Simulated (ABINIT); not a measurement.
Crystal: CoO.

```
Co O
1.0
     0.00000    2.13150    2.13150
     2.13150    0.00000    2.13150
     2.13150    2.13150    0.00000
Co O
1 1
Direct
  0.00000 0.00000 0.00000
  0.50000 0.50000 0.50000
```

| Item | Value |
| --- | --- |
| Program | ABINIT 10.8.3 (patched build) |
| Task | relaxation of cell and atoms |
| Functional | PBEsol |
| Potentials or basis | Ansatz PAW PBE default generated set, frozen core |
| Cutoff | 435 eV |
| k mesh | 8 × 8 × 8 |
| Occupations | fermi-dirac, width 0.05 eV |
| Spin | collinear spin, ferromagnetic start |
| Starting moments | [2.0, 0.0] μB |

At the start: pressure -11.0 GPa; volume 9.68 Å³/atom.

Q: Where does the relaxation end?

A: Over 5 steps the energy falls by 22.4 meV/atom and the volume is 9.08 Å³/atom (-6.3 %); space group Fm-3m (No. 225, to 0.05 Å); moment 2.81 μB per cell.

The path:
```
step  energy change (eV)  largest force (eV/Å)  pressure (GPa)  volume (Å³)
   1              0.0000                0.0000          -11.05        19.37
   2             -0.0343                0.0000           -5.76        18.72
   3             -0.0447                0.0000            0.86        18.08
   4             -0.0449                0.0000           -0.03        18.16
   5             -0.0449                0.0000            0.00        18.15
```

Final structure:
```
Co O
1.0
     0.00000    2.08602    2.08602
     2.08602    0.00000    2.08602
     2.08602    2.08602    0.00000
Co O
1 1
Direct
  0.00000 0.00000 0.00000
  0.50000 0.50000 0.50000
```

Caveat: the PAW data sets were made with another functional, which shifts forces and pressure a little; a cell with one magnetic atom can't hold antiferromagnetic order, which such compounds often take; the atomic spheres overlap.
